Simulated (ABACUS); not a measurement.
BN: equation of state with WC

**The experiment to reproduce.**

From “Effect of nanostructuration on compressibility of cubic BN”, 2012, arxiv:1208.3664, for a bulk crystal of BN at 300 K: bulk modulus 395 ± 2 GPa.

BN:

```
N B
1.0
     0.00000    1.81300    1.81300
     1.81300    0.00000    1.81300
     1.81300    1.81300    0.00000
N B
1 1
Cartesian
  0.9065 0.9065 0.9065
  0.0000 0.0000 0.0000
```

The cell is a database's computed one.

* Program: ABACUS 3.10.1
* Task: equation of state
* Functional: WC
* Potentials or basis: GBRV ultrasoft 1.5 PBEsol
* Cutoff: 544 eV
* Density cutoff: 4354 eV
* Basis: plane waves
* k mesh: 10 × 10 × 10
* Occupations: fermi-dirac, width 0.05 eV
* Spin: no spin polarisation
* Radial cutoff of the potentials (pseudo_rcut): 10 bohr
* SCF threshold on the density: 1e-08
* Max SCF steps: 100
* Eigensolver: dav
* Mixing: broyden
* Mixing share: 0.7
* Symmetry key: 1
* Bands: 8

```
Equilibrium volume                      : 5.88 Å³/atom
Bulk modulus                            : 385 GPa
Pressure derivative of the bulk modulus : 3.7 (rough: it moves with the points fitted)
```

Energy against volume, from the lowest point:
| volume (Å³/atom) | energy (meV/atom) |
| --- | --- |
| 5.602 | 16.47 |
| 5.840 | 0.00 |
| 6.078 | 7.55 |
| 6.317 | 34.94 |

All runs of the series together: 7.2 s on 4 threads of Intel(R) Xeon(R) Platinum 8375C CPU @ 2.90GHz (Ice Lake), with other jobs on the host.

Against the measured bulk modulus of BN, 395 GPa (300 K; quoted in “Effect of nanostructuration on compressibility of cubic BN”, 2012, arxiv:1208.3664), the calculated 385 GPa is off by -2.5 %. The fit is for a static lattice scaled at fixed shape and fixed fractional positions.

Caveat: the potentials were made for another functional, which shifts forces and pressure.
